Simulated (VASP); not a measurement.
I, 1 atom in the cell. Symmetry: Immm, No. 71, orthorhombic system. The conventional cell has a = 2.888 Å, b = 3.060 Å, c = 5.348 Å, α = 90.00°, β = 90.00°, γ = 90.00°. I (site symmetry mmm) is surrounded by 4 I at 2.89 to 3.06 Å. 

```yaml
Program: VASP 6.6.1
Task: relaxation of cell and atoms
Functional: r2SCAN
Potentials_or_basis: VASP PAW PBE potentials, release 64 (I)
Cutoff: 600 eV
k_mesh: 18 × 18 × 18
Occupations: methfessel-paxton, width 0.1 eV
Spin: no spin polarisation
Target_pressure: 32 GPa
Further_INCAR_settings: ALGO = Normal; EDIFF = 1e-07; IBRION = 2; EDIFFG = -0.005; NSW = 90; ISIF = 3
Target_pressure: 32 GPa
```

Potentials or basis: VASP PAW PBE potentials, release 64 (I).

Run with:

```sh
$ cat potpaw_PBE.64/I/POTCAR > POTCAR
$ mpirun -np 1 vasp_std > vasp.out
```

Hardware: 1 thread of Intel(R) Xeon(R) 6975P-C (Granite Rapids), on a shared host.

Problem. How long does it take, and how much memory?

Solution. It took 8.8 min on 1 thread of Intel(R) Xeon(R) 6975P-C (Granite Rapids), on a shared host, peak memory 0.33 GiB. Counts: scf iterations 20, k points 865, ion steps 2.
